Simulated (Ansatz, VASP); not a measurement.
## BN: VASP beside Ansatz

```
B N
1.0
     2.54000    0.00000    0.00000
    -1.27000    2.19970    0.00000
     0.00000    0.00000    6.59800
B N
2 2
Direct
  0.33333 0.66667 0.25000
  0.66667 0.33333 0.75000
  0.33333 0.66667 0.75000
  0.66667 0.33333 0.25000
```

Alike in both runs: task electric field gradients; functional PBE; k mesh 13 × 13 × 5; no spin polarisation.

|  | VASP | Ansatz |
| --- | --- | --- |
| version | VASP 6.6.1 | Ansatz 0.2.0 |
| potentials or method | VASP PAW PBE potentials, release 64 (B, N) | plane-wave PAW, scalar-relativistic |
| plane-wave cutoff (eV) | 520 | 420 |
| occupations | methfessel-paxton of order 1, width 0.001 eV | cold, width 0.001 eV |
| valence electrons in the cell | 16 | 16 |

```tsv
	VASP	Ansatz	Ansatz less VASP
gap on the k mesh at the Fermi level (eV)	4.21	4.21	+0.006
pressure (GPa)	-6.4	-6.4	-0.07
largest component of the traceless stress (GPa)	9.27	9.46	+0.192
Vzz of the field gradient on the site that differs most (V/Å²)	34.1	27.4	-6.71
```

Caveats: an odd mesh through Γ misses points on the zone boundary, where band edges often lie; this functional lacks dispersion, which binds the layers, so the pressure and a relaxed spacing across them are unreliable. As with any semilocal functional, this PBE gap is likely too small.
